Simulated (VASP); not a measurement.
Set up this calculation in VASP 6.6.1, as the native input.

| Item | Value |
| --- | --- |
| Task | relaxation of cell and atoms |
| Functional | PBEsol |
| Potentials or basis | VASP PAW PBE potentials, release 64 (H) |
| Cutoff | 600 eV |
| k mesh | 10 × 10 × 26 |
| Occupations | fermi-dirac, width 0.05 eV |
| Spin | no spin polarisation |
| Further INCAR settings | ALGO = Normal; EDIFF = 1e-06; IBRION = 2; EDIFFG = -0.02; NSW = 60; ISIF = 3 |

The structure of H lies in POSCAR:

```
H
1.0
    2.6496387389      0.0000000000      0.0000000000
    0.0000000000      2.6496387389      0.0000000000
    0.0000000000      0.0000000000      0.9804929200
H
1
Direct
    0.0000000000      0.0000000000      0.5000000000
```

The input as run:

INCAR

```
PREC = Accurate
ENCUT = 600
EDIFF = 1E-6
ISMEAR = -1
SIGMA = 0.05
LREAL = False
LASPH = True
NELM = 60
ALGO = Normal
ISIF = 3
LWAVE = False
LCHARG = False
GGA = PS
IBRION = 2
NSW = 60
EDIFFG = -0.02
```

KPOINTS

```
Automatic mesh
0
Gamma
  10 10 26
```

Potentials or basis: VASP PAW PBE potentials, release 64 (H).

Command:

```bash
$ cat potpaw_PBE.64/H/POTCAR > POTCAR
$ mpirun -np 1 vasp_std > vasp.out
```

Results of the run:

```yaml
Relaxed_volume: 8.71 Å³/atom
Relaxed_cell: a = 2.967 Å, b = 2.967 Å, c = 0.989 Å, α = 90.00°, β = 90.00°, γ = 90.00°
Space_group_after_relaxing_to_0.05_Å: P4/mmm (No. 123)
Energy_gained_by_relaxing: 7.4 meV/atom
Ionic_steps: 9
Pressure_after_relaxing: 0.0 GPa
Band_gap_on_the_k_mesh: none (metal or under the smearing width)
```

Caveat: the volume moved by over 15 % at a fixed basis, so the end points are rough; the PAW data sets were made with another functional, which shifts forces and pressure a little.

It took 15 s on 1 thread of AMD EPYC 9R45 96-Core Processor (Zen 5), with other jobs on the host, peak memory 0.08 GiB.
